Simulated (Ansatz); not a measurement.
Method: Ansatz 0.2.0, DFT PBE, scalar-relativistic, plane waves, PAW. Settings: cutoff 420 eV, Γ-centred meshes spaced at most about 0.3 Å⁻¹ (2π included), Gaussian smearing. No spin polarisation in the final relaxations.

Formation energies are uncorrected and refer to the elements' standard structures at the same level (Cl₂, F₂ as molecules).

A relaxed structure of KF has 26.37 Å³/atom, −2.628 eV/atom against the elements, a gap of 5.06 eV on its mesh:

```cif
data_structure
_symmetry_space_group_name_H-M 'F-43m'
_symmetry_Int_Tables_number 216
_cell_length_a 5.9527
_cell_length_b 5.9527
_cell_length_c 5.9527
_cell_angle_alpha 90.000
_cell_angle_beta 90.000
_cell_angle_gamma 90.000
_cell_volume 210.93
loop_
_atom_site_label
_atom_site_type_symbol
_atom_site_symmetry_multiplicity
_atom_site_Wyckoff_symbol
_atom_site_fract_x
_atom_site_fract_y
_atom_site_fract_z
_atom_site_occupancy
K1 K 4 c 0.25000 0.25000 0.25000 1
F1 F 4 b 0.50000 0.00000 0.00000 1
```

Task: Predict cell, energy and gap of KCl with the same space group and Wyckoff sites.

Result: KCl has a = 7.070 Å: 44.17 Å³/atom, −1.904 eV/atom against the elements, a gap of 4.73 eV on its mesh. The volume per atom changes by +67.5 % and the formation energy by +0.724 eV/atom (from unrounded values). The gap narrows by 0.33 eV. Covalent radii: F 0.57 Å, Cl 1.02 Å; electronegativities 3.98 and 3.16. The cell follows the size of the atom. Around K lie 4 Cl at 3.06 Å; Cl has 4 K at 3.06 Å.

```
K Cl
1.0
     0.00000    3.53491    3.53491
     3.53491    0.00000    3.53491
     3.53491    3.53491    0.00000
K Cl
1 1
Direct
  0.75000 0.75000 0.75000
  0.50000 0.50000 0.50000
```

The two cells were relaxed from separate starts that ended on the same group and sites; neither need be the stable form of its compound. Kohn–Sham gaps at this level usually fall short of measured ones. Cells relaxed within their symmetry can be saddle points.
